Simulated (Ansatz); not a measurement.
# Sb (R-3m) in Ansatz: further runs

Aim: see how the results for Sb move with the level of theory and the settings. Levels: PBEsol, LDA, PBE. Tasks: single point.

Program: Ansatz 0.2.0. These are calculated values, not measurements. Logs are shortened: lines on timing, memory, paths and dates and some standing lists are left out, and cuts for length are marked.

## 1. The structure

It takes space group R-3m (No. 166, trigonal). Conventional cell: a = 4.308 Å, b = 4.308 Å, c = 11.274 Å, α = 90.00°, β = 90.00°, γ = 120.00°. Around Sb (site symmetry 3m) lie 3 Sb at 2.91 Å.

## 2. Single point, PBEsol

Input file input.yaml:

```yaml
crystal:
  lattice:
    - [2.1542, 1.2437279499, 3.758]
    - [-2.1542, 1.2437279499, 3.758]
    - [0.0, -2.4874558998, 3.758]
  atoms:
    - { symbol: Sb, position: [0.76651, 0.76651, 0.76651] }
    - { symbol: Sb, position: [0.23349, 0.23349, 0.23349] }
hamiltonian:
  xc: pbesol
  pseudopotentials: { kind: paw }
kpoints:
  mp_grid: { grid: [8, 8, 8] }
scf:
  occupations: { method: gaussian, width: 0.1 }
output:
  forces: true
  stress: true
  eigenvalues: true
```

Potentials or basis: Ansatz PAW.

Started as:

```
$ ansatz run input.yaml --threads 2 --pin off --max-ram 5632MiB --backend cpu --events-out ev --progress --plain --runs-dir out
```

Standard output:

```text
Warning: RAYON_NUM_THREADS=2 ignored (pool sized by the plan → 2); use --threads N
Engine: ansatz 0.2.0, x86_64-unknown-linux-gnu
Pseudopotentials: kind: paw
Pseudopotential: Sb, paw, valence charge 15, recommended cutoff 420 eV (normal), Sb.paw.azcp
Functional definition: PBEsol
  exchange = pbesol_x
  correlation = pbesol_c
Crystal: 2 atoms, lattice volume = 60.411 Å³
Basis set: ecut = 420 eV, 1195 PW (Γ), exchange–correlation on 64×64×64 points (8 copies of the dense FFT grid, shifted against one another)
Bands: 19, of which v1, the nominal top of the filled ones, is band 15 counted from 1 (14 counted from 0)
Symmetry: 12 space group operations
Space group: R-3m (ITA 166), of the structure as read, at distance tolerance 3.9e-5 Å
k-points: 65 of 512
Non-local potential: Sb, projectors of the file, l = 0: 2, l = 1: 2, l = 2: 2, l = 3: 2
PAW form: soft (Blöchl's): semilocal exchange-correlation on the pseudo side does not see the compensation charge
PAW frozen core: Sb, regenerated for the run's functional, and the local potential with it (the file was generated under x = pbe(κ = 0.804, μ = 0.2195149727645171), c = pbe(β = 0.06672455060314922))
PAW one-centre angular grid: Sb, 590 points (default); XC on 64 Gauss nodes
Initial density: superposition of atomic densities (neutral atoms: chi_scale 0, normalization atom), corrected by the library's trained network
Initial wavefunctions: pseudopotential atomic-orbital guess
Functional: x = pbesol(κ = 0.804, μ = 0.12345679012345678), c = pbesol(β = 0.046)
SCF iter   1: F=—  HF=-12816.176593 eV  |F-HF|=—  |Δ(HF+E_count)|=         —  Δρ=2.50e-3  dr2=2.46e-3  ethr=1.77e-3  ⟨swp⟩=5.9  Hψ=6215  notcnv=0
preconditioner: auto → Kerker (q_TF=auto, 2.428 Å⁻¹)  [metal: Δε(μ)=0.050 eV  Ē_g=8.656 eV  σ=0.100 eV  W_gap=0.27  n_scr=14 (ndim 8)  ℏωp=15.1 eV  f_vac=0.002  D(μ)=0.40/eV (n_scr^D=0)]
SCF iter   2: F=—  HF=-12816.174305 eV  |F-HF|=—  |Δ(HF+E_count)|=   2.29e-3  Δρ=1.66e-3  dr2=1.05e-3  ethr=8.18e-6  ⟨swp⟩=2.7  Hψ=2696  notcnv=0
SCF iter   3: F=—  HF=-12816.174121 eV  |F-HF|=—  |Δ(HF+E_count)|=   1.85e-4  Δρ=7.46e-4  dr2=1.72e-4  ethr=3.51e-6  ⟨swp⟩=2.0  Hψ=2213  notcnv=0
SCF iter   4: F=—  HF=-12816.173994 eV  |F-HF|=—  |Δ(HF+E_count)|=   1.27e-4  Δρ=2.35e-4  dr2=2.91e-5  ethr=5.72e-7  ⟨swp⟩=2.0  Hψ=2211  notcnv=0
SCF iter   5: F=—  HF=-12816.173987 eV  |F-HF|=—  |Δ(HF+E_count)|=   7.63e-6  Δρ=4.64e-5  dr2=2.80e-6  ethr=9.71e-8  ⟨swp⟩=2.0  Hψ=2188  notcnv=0
SCF iter   6: F=—  HF=-12816.173987 eV  |F-HF|=—  |Δ(HF+E_count)|=   1.17e-7  Δρ=1.65e-5  dr2=2.64e-7  ethr=9.35e-9  ⟨swp⟩=2.0  Hψ=1532  notcnv=0
SCF iter   7: F=-12816.173987 eV  HF=-12816.173987 eV  |F-HF|=6.43e-8  |Δ(HF+E_count)|=   4.95e-8  Δρ=1.35e-5  dr2=6.73e-8  ethr=3.33e-10  ⟨swp⟩=5.8  Hψ=5230  notcnv=0
SCF 1 converged in 7 iterations: F = -12816.173987 eV  dr2 = 6.73e-8
SCF converged after 7 iterations
Free energy (F): -12816.173987 eV
Harris-Foulkes:  -12816.173987 eV  (|F-HF|=6.43e-8)
Internal energy: -12816.172031 eV  (E = F + TS)
E sigma→0 (E₀):  -12816.173009 eV
Entropy (-TS):   -0.001955 eV (-0.978 meV/atom)
Fermi energy:    10.008344 eV
--- Per-component energies (eV) ---
  E_band       = -341.607182
  E_kinetic    = 414.866185
  E_local      = -3198.044280  (includes V_loc(G=0)·N_el)
  E_nonlocal   = 728.085369
  E_hartree    = 1447.269488
  E_xc         = -275.073836
  E_vxc        = -193.360037  (∫ρ·V_xc dr)
  E_paw        = -8999.068615  (= ΣΔE_a)
  E_vpaw       = -987.708454  (= ΣTr[D̂ρ^β])
  E_aug_tail   = -0.000004  (compensation charges beyond the density's cutoff)
  E_ewald      = -2934.870052
  E_core_change = 0.663714  (= ΣΔE_core)
  E_smearing   = -0.001955  (= −TS)
  E_closure    = 0.000000  (closes the sum)
  Σ components = -12816.173987   (vs F -12816.173987, Δ=0.00e0)
--- Forces (eV/Å), atoms counted from 1 ---
  atom   1  Sb     0.00000000     0.00000000    -0.10006686
  atom   2  Sb     0.00000000    -0.00000000     0.10006686
  max |Σ_I F_I| component: 2.78e-17 eV/Å
--- Stress (GPa, compression-positive) ---
        0.205503       0.000000      -0.000000
        0.000000       0.205503       0.000000
       -0.000000      -0.000000      -0.365243
  P = ⅓ Tr σ = 0.0153 GPa (0.153 kbar)
--- Band table (eV; the first three rows and the last of 65) ---
  k-point 0: bands = ["-19.4418", "-19.4418", "-19.3521", "-19.3521", "-19.3280", "-19.2379", "-19.2379", "-19.2326", "-19.1575", "-19.1575", "-2.8058", "5.0845", "7.8708", "8.1469", "8.1469", "12.0091", "12.6265", "12.6265", "15.0501"]
  k-point 1: bands = ["-19.4356", "-19.4328", "-19.3491", "-19.3469", "-19.3242", "-19.2420", "-19.2409", "-19.2364", "-19.1665", "-19.1641", "-2.6330", "4.3684", "7.9122", "8.1063", "8.4044", "11.8969", "12.1771", "12.2262", "14.4802"]
  k-point 2: bands = ["-19.4191", "-19.4074", "-19.3416", "-19.3326", "-19.3127", "-19.2538", "-19.2537", "-19.2432", "-19.1906", "-19.1817", "-2.1195", "2.9188", "7.9296", "8.0354", "8.8378", "11.1693", "11.2896", "11.3856", "14.8176"]
  k-point 64: bands = ["-19.3926", "-19.3926", "-19.3337", "-19.3337", "-19.3078", "-19.2513", "-19.2513", "-19.2509", "-19.2111", "-19.2111", "-1.2611", "0.9218", "8.6306", "8.6306", "9.4304", "10.0588", "10.0588", "11.0137", "16.8916"]
```

Wall time 1.8 s (2 threads of Intel Xeon Platinum 8488C (Sapphire Rapids), shared host); peak memory 0.42 GiB.

Results:

* Free energy: -12816.1740 eV
* Pressure: 0.0 GPa
* Largest force: 0.100 eV/Å
* Band gap on the k mesh: none (metal or under the smearing width)

Forces on the atoms (eV/Å):
```
Sb   0.000  0.000 -0.100
Sb   0.000  0.000  0.100
```

Levels at points of the mesh, in eV from the Fermi level:
```
              k point  band 12  band 13  band 14  band 15  band 16  band 17  band 18  band 19
   (0.00, 0.00, 0.00)    -4.92    -2.14    -1.86    -1.86     2.00     2.62     2.62     5.04
  (0.00, 0.00, -0.50)    -9.73    -2.00    -1.90    -0.38    -0.31     0.07     0.41     7.45
 (0.00, -0.50, -0.50)    -8.08    -5.53    -3.83    -3.73     1.41     4.86     5.42     6.85
(-0.50, -0.50, -0.50)    -9.09    -1.38    -1.38    -0.58     0.05     0.05     1.01     6.88
```

Caveat: the PAW data sets come from PBE, with cores solved anew for the run's functional, which leaves a small shift of forces and pressure. The run has no spin-orbit coupling, so splittings on Sb are missing.

## 3. Single point, LDA

input.yaml: that of step 2 with these lines changed.

```diff
@@ -9,3 +9,3 @@
 hamiltonian:
-  xc: pbesol
+  xc: lda
   pseudopotentials: { kind: paw }
@@ -14,3 +14,3 @@
 scf:
-  occupations: { method: gaussian, width: 0.1 }
+  occupations: { method: gaussian, width: 0.05 }
 output:
```

Potentials or basis: Ansatz PAW.

Started as:

```
$ ansatz run input.yaml --threads 2 --pin off --max-ram 5632MiB --backend cpu --events-out ev --progress --plain --runs-dir out
```

Standard output:

```text
Warning: RAYON_NUM_THREADS=2 ignored (pool sized by the plan → 2); use --threads N
[... 3 set-up lines as earlier in the session ...]
Functional definition: SPW92
  exchange = slater_x
  correlation = pw_c
Crystal: 2 atoms, lattice volume = 60.411 Å³
Basis set: ecut = 420 eV, 1195 PW (Γ)
Bands: 19, of which v1, the nominal top of the filled ones, is band 15 counted from 1 (14 counted from 0)
[... 2 set-up lines as earlier in the session ...]
k-points: 65 of 512
[... 6 set-up lines as earlier in the session ...]
Functional: x = slater, c = lda
SCF iter   1: F=—  HF=-12671.642803 eV  |F-HF|=—  |Δ(HF+E_count)|=         —  Δρ=6.51e-3  dr2=9.93e-3  ethr=1.77e-3  ⟨swp⟩=6.2  Hψ=6569  notcnv=0
preconditioner: auto → none  [insulator: Δε(μ)=0.070 eV  Ē_g=8.677 eV  σ=0.050 eV  W_gap=0.52  n_scr=14 (ndim 8)  ℏωp=15.1 eV  f_vac=0.002  D(μ)=0.44/eV (n_scr^D=0)  ε∞_Penn≈4.0]
SCF iter   2: F=—  HF=-12671.637566 eV  |F-HF|=—  |Δ(HF+E_count)|=   5.24e-3  Δρ=2.65e-3  dr2=1.69e-3  ethr=3.31e-5  ⟨swp⟩=2.7  Hψ=2573  notcnv=0
SCF iter   3: F=—  HF=-12671.637076 eV  |F-HF|=—  |Δ(HF+E_count)|=   4.90e-4  Δρ=3.49e-4  dr2=1.13e-4  ethr=5.63e-6  ⟨swp⟩=2.4  Hψ=2227  notcnv=0
SCF iter   4: F=—  HF=-12671.637037 eV  |F-HF|=—  |Δ(HF+E_count)|=   3.94e-5  Δρ=9.11e-5  dr2=3.29e-6  ethr=3.75e-7  ⟨swp⟩=2.0  Hψ=2211  notcnv=0
SCF iter   5: F=—  HF=-12671.637034 eV  |F-HF|=—  |Δ(HF+E_count)|=   2.81e-6  Δρ=2.27e-5  dr2=2.02e-7  ethr=1.10e-8  ⟨swp⟩=2.0  Hψ=2215  notcnv=0
SCF iter   6: F=-12671.637034 eV  HF=-12671.637034 eV  |F-HF|=3.02e-8  |Δ(HF+E_count)|=   2.83e-8  Δρ=7.10e-6  dr2=2.55e-8  ethr=3.33e-10  ⟨swp⟩=6.0  Hψ=6067  notcnv=0
SCF 1 converged in 6 iterations: F = -12671.637034 eV  dr2 = 2.55e-8
SCF converged after 6 iterations
Free energy (F): -12671.637034 eV
Harris-Foulkes:  -12671.637034 eV  (|F-HF|=3.02e-8)
Internal energy: -12671.636511 eV  (E = F + TS)
E sigma→0 (E₀):  -12671.636773 eV
Entropy (-TS):   -0.000522 eV (-0.261 meV/atom)
Fermi energy:    9.821318 eV
--- Per-component energies (eV) ---
  E_band       = -346.154361
  E_kinetic    = 416.834036
  E_local      = -3206.175151  (includes V_loc(G=0)·N_el)
  E_nonlocal   = 732.521194
  E_hartree    = 1447.828685
  E_xc         = -276.023395
  E_vxc        = -195.006630  (∫ρ·V_xc dr)
  E_paw        = -8852.869471  (= ΣΔE_a)
  E_vpaw       = -989.974658  (= ΣTr[D̂ρ^β])
  E_aug_tail   = -0.000004  (compensation charges beyond the density's cutoff)
  E_ewald      = -2934.870052
  E_core_change = 1.117647  (= ΣΔE_core)
  E_smearing   = -0.000522  (= −TS)
  E_closure    = 0.000000  (closes the sum)
  Σ components = -12671.637034   (vs F -12671.637034, Δ=0.00e0)
--- Forces (eV/Å), atoms counted from 1 ---
  atom   1  Sb    -0.00000000     0.00000000     0.00285772
  atom   2  Sb    -0.00000000     0.00000000    -0.00285772
  max |Σ_I F_I| component: 2.54e-17 eV/Å
--- Stress (GPa, compression-positive) ---
       -1.002410      -0.000000       0.000000
        0.000000      -1.002410       0.000000
        0.000000       0.000000      -1.560673
  P = ⅓ Tr σ = -1.1885 GPa (-11.885 kbar)
--- Band table (eV; the first three rows and the last of 65) ---
  k-point 0: bands = ["-19.5765", "-19.5765", "-19.4851", "-19.4851", "-19.4611", "-19.3705", "-19.3705", "-19.3652", "-19.2910", "-19.2910", "-3.0045", "4.7722", "7.7003", "7.9728", "7.9728", "11.8389", "12.4322", "12.4322", "14.9596"]
  k-point 1: bands = ["-19.5703", "-19.5675", "-19.4821", "-19.4799", "-19.4572", "-19.3746", "-19.3735", "-19.3691", "-19.3000", "-19.2977", "-2.8326", "4.0842", "7.7434", "7.9347", "8.2136", "11.7148", "11.9833", "12.0367", "14.3960"]
  k-point 2: bands = ["-19.5536", "-19.5420", "-19.4746", "-19.4656", "-19.4457", "-19.3866", "-19.3864", "-19.3759", "-19.3241", "-19.3153", "-2.3220", "2.6677", "7.7639", "7.8690", "8.6397", "10.9828", "11.1117", "11.2082", "14.7136"]
  k-point 64: bands = ["-19.5270", "-19.5270", "-19.4666", "-19.4666", "-19.4407", "-19.3840", "-19.3840", "-19.3836", "-19.3449", "-19.3449", "-1.4726", "0.7066", "8.4675", "8.4675", "9.2247", "9.8888", "9.8888", "10.8189", "16.7512"]
```

It took 1.4 s on 2 threads of Intel Xeon Platinum 8488C (Sapphire Rapids), shared host; peak memory 0.41 GiB.

Results:

| Property | Result |
| --- | --- |
| Free energy | -12671.6370 eV |
| Pressure | -1.2 GPa |
| Band gap on the k mesh | none (metal or under the smearing width) |

Forces on the atoms (eV/Å):
```
Sb   0.000  0.000  0.003
Sb   0.000  0.000 -0.003
```

Levels at points of the mesh, in eV from the Fermi level:
| k point | band 13 | band 14 | band 15 | band 16 | band 17 | band 18 |
| --- | --- | --- | --- | --- | --- | --- |
| (0.00, 0.00, 0.00) | -2.12 | -1.85 | -1.85 | 2.02 | 2.61 | 2.61 |
| (0.00, 0.00, -0.50) | -1.98 | -1.88 | -0.37 | -0.31 | 0.09 | 0.43 |
| (0.00, -0.50, -0.50) | -5.50 | -3.80 | -3.70 | 1.50 | 4.81 | 5.39 |
| (-0.50, -0.50, -0.50) | -1.35 | -1.35 | -0.60 | 0.07 | 0.07 | 1.00 |

Caveat: the PAW data sets come from PBE, with cores solved anew for the run's functional, which leaves a small shift of forces and pressure.

## 4. Single point, PBE

input.yaml: that of step 3 with these lines changed.

```diff
@@ -9,3 +9,3 @@
 hamiltonian:
-  xc: lda
+  xc: pbe
   pseudopotentials: { kind: paw }
@@ -14,3 +14,3 @@
 scf:
-  occupations: { method: gaussian, width: 0.05 }
+  occupations: { method: gaussian, width: 0.1 }
 output:
```

Started as:

```
$ ansatz run input.yaml --threads 2 --pin off --max-ram 5632MiB --backend cpu --events-out ev --progress --plain --runs-dir out
```

It took 1.7 s on 2 threads of Intel Xeon Platinum 8488C (Sapphire Rapids), shared host; peak memory 0.42 GiB.

It converged, with:

```
Free energy            : -12968.9603 eV
Pressure               : 2.7 GPa
Largest force          : 0.156 eV/Å
Band gap on the k mesh : none (metal or under the smearing width)
```

Forces on the atoms (eV/Å):
```
Sb   0.000  0.000 -0.156
Sb   0.000  0.000  0.156
```

Stress tensor (GPa, compression positive):
```
2.89 0.00 0.00
0.00 2.89 0.00
0.00 0.00 2.31
```

Levels at points of the mesh, in eV from the Fermi level:
| k point | band 12 | band 13 | band 14 | band 15 | band 16 | band 17 | band 18 | band 19 |
| --- | --- | --- | --- | --- | --- | --- | --- | --- |
| (0.00, 0.00, 0.00) | -4.92 | -2.17 | -1.90 | -1.90 | 1.99 | 2.60 | 2.60 | 5.04 |
| (0.00, 0.00, -0.50) | -9.74 | -2.04 | -1.93 | -0.40 | -0.30 | 0.09 | 0.40 | 7.50 |
| (0.00, -0.50, -0.50) | -8.09 | -5.54 | -3.86 | -3.76 | 1.44 | 4.84 | 5.42 | 6.84 |
| (-0.50, -0.50, -0.50) | -9.09 | -1.41 | -1.41 | -0.56 | 0.03 | 0.03 | 1.01 | 6.93 |

The run has no spin-orbit coupling, so splittings on Sb are missing.

## 5. Summary

| level | smearing | gap on the mesh (eV) | pressure (GPa) | largest force (eV/Å) |
| --- | --- | --- | --- | --- |
| PBEsol | gaussian 0.1 eV | none | 0.0 | 0.10 |
| LDA | gaussian 0.05 eV | none | -1.2 | - |
| PBE | gaussian 0.1 eV | none | 2.7 | 0.16 |

Alike in all rows: task single point; potentials or basis Ansatz PAW; no spin polarisation; cell as given; k mesh 8 × 8 × 8; cutoff (eV) 420.

Every run on the cell as given and a fine mesh finds a metal. The pressure there spans -1.2 GPa (LDA) to 2.7 GPa (PBE); a positive pressure means that this level wants a larger cell, a negative one a smaller.

Caveats: the PAW data sets come from PBE, with cores solved anew for the run's functional, which leaves a small shift of forces and pressure (some runs).

Total energies depend on the potentials used, so only differences within one code and one set of settings carry meaning.
